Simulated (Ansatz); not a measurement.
# SnO2: energy along a strain

SnO2, R-3m, a = 3.234 Å, c = 14.402 Å (as given, not relaxed at this level: -2.7 GPa, forces to 0.12 eV/Å). This isn't the usual stable structure of the compound. Ansatz: PBE+D3(BJ), PAW, 420 eV, Γ-centred 12×12×12 mesh on 3 atoms, Gaussian smearing 0.05 eV; no spin polarisation. Cell vectors (Å): 1.617 0.934 4.801; -1.617 0.934 4.801; 0.000 -1.867 4.801. The cell is strained by x per cent times the pattern (0 1 0 0 0 0) in the order xx yy zz yz xz xy (engineering shears), with fractional coordinates held. y is the free energy over the start, V0 = 14.496 Å³/atom.

| x (%) | y (meV/atom) |
| --- | --- |
| -2.00 | ? |
| -1.00 | -0.85 |
| 0.00 | 0.00 |
| 0.50 | 1.47 |
| 1.50 | 6.35 |
| 2.00 | 9.74 |

Task: Fit y = c1 x + c2 x² + c3 x³ to the other rows, get the stiffness along the pattern, and predict the missing energy.

Result: Least squares on the rows shown. y = 2.249 x + 1.369 x² − 0.02939 x³. The clamped-ion stiffness p·C·p = 2 × 13.69 eV × 160.2 / 14.496 Å³ = 303 GPa, which is C22 in these axes (second derivative at the start, which stands under stress). At x = -2.00 the fit asked for gives 1.21 meV/atom. The run gave 1.26 meV/atom, so the fit is 0.05 meV/atom too low, a small miss on the scale of the series. The form still works here, 33 % of the fitted range beyond its end.